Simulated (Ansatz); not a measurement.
Mn3Si: projected density of states with LDA

Mn3Si:

```
CELL_PARAMETERS angstrom
0.00000 2.86100 2.86100
2.86100 0.00000 2.86100
2.86100 2.86100 0.00000
ATOMIC_POSITIONS crystal
Mn 0.75000 0.75000 0.75000
Mn 0.25000 0.25000 0.25000
Mn 0.50000 0.50000 0.50000
Si 0.00000 0.00000 0.00000
```

```yaml
Program: Ansatz 0.2.0
Task: projected density of states
Functional: LDA
Potentials_or_basis: Ansatz PAW
Cutoff: "420 eV (not typed: the program's choice for these potentials)"
k_mesh: 5 × 5 × 5
Occupations: fermi-dirac, width 0.05 eV
Spin: collinear spin, ferromagnetic start
Starting_moments: "[4.0, 4.0, 4.0, 0.0] μB"
```

The pressure is -23.3 GPa, the band gap on the k mesh is none (metal or under the smearing width) and the net moment is 1.06 μB per cell. The absolute moment is 4.05 μB per cell and the site moments are Mn -0.70, +2.39; Si +0.03 μB. The density of states at the Fermi level is 3.72 states/eV per cell.

Levels at points of the mesh, in eV from the Fermi level:
Spin up:
```csv
k point,band 22,band 23,band 24,band 25,band 26,band 27,band 28,band 29
"(0.00, 0.00, 0.00)",0.01,0.01,0.71,0.71,0.71,1.28,1.28,3.39
```
Spin down:
| k point | band 20 | band 21 | band 22 | band 23 | band 24 | band 25 | band 26 | band 27 | band 28 | band 29 |
| --- | --- | --- | --- | --- | --- | --- | --- | --- | --- | --- |
| (0.00, 0.00, 0.00) | -1.35 | -1.35 | 0.17 | 0.17 | 0.17 | 0.76 | 0.76 | 1.60 | 1.60 | 3.66 |

States per cell in windows of 1 eV (zero at the Fermi level; states under -8 eV left out):
| from (eV) | up | down | Mn 3d up | Mn 3d down | Si 3p up | Si 3p down | Mn 4s up | Mn 4s down |
| --- | --- | --- | --- | --- | --- | --- | --- | --- |
| -8.0 | 0.00 | 0.00 | 0.00 | 0.00 | 0.00 | 0.00 | 0.00 | 0.00 |
| -7.0 | 0.09 | 0.04 | 0.01 | 0.00 | 0.04 | 0.02 | 0.03 | 0.01 |
| -6.0 | 0.83 | 0.86 | 0.25 | 0.24 | 0.35 | 0.38 | 0.17 | 0.19 |
| -5.0 | 1.25 | 0.82 | 0.70 | 0.37 | 0.40 | 0.32 | 0.12 | 0.11 |
| -4.0 | 1.65 | 1.57 | 1.13 | 0.94 | 0.32 | 0.47 | 0.17 | 0.13 |
| -3.0 | 3.25 | 2.52 | 2.88 | 2.19 | 0.22 | 0.16 | 0.05 | 0.09 |
| -2.0 | 1.23 | 3.47 | 1.04 | 3.16 | 0.08 | 0.11 | 0.01 | 0.04 |
| -1.0 | 3.95 | 1.72 | 3.65 | 1.59 | 0.12 | 0.03 | 0.07 | 0.04 |
| 0.0 | 2.47 | 1.95 | 2.37 | 1.84 | 0.04 | 0.05 | 0.02 | 0.03 |
| 1.0 | 1.71 | 3.32 | 1.46 | 3.02 | 0.14 | 0.16 | 0.07 | 0.07 |
| 2.0 | 0.91 | 0.97 | 0.52 | 0.61 | 0.22 | 0.19 | 0.07 | 0.06 |
| 3.0 | 0.53 | 0.60 | 0.21 | 0.26 | 0.17 | 0.17 | 0.04 | 0.05 |
| 4.0 | 0.44 | 0.55 | 0.10 | 0.13 | 0.11 | 0.13 | 0.11 | 0.14 |
| 5.0 | 0.80 | 0.66 | 0.15 | 0.11 | 0.04 | 0.05 | 0.30 | 0.23 |
| 6.0 | 1.05 | 1.06 | 0.13 | 0.14 | 0.17 | 0.17 | 0.35 | 0.35 |
| 7.0 | 0.92 | 0.93 | 0.09 | 0.09 | 0.17 | 0.17 | 0.30 | 0.31 |

Wall time 5.3 s on 2 threads of Arm Neoverse V1 (shared host), peak memory 0.34 GiB.

Caveat: the k mesh is coarse (spacing up to 0.38 Å⁻¹), so the values aren't converged; the PAW data sets come from PBE, with cores solved anew for the run's functional, which leaves a small shift of forces and pressure; the density of states is complete only up to the lowest level of the last band computed; the starting moments weren't kept.
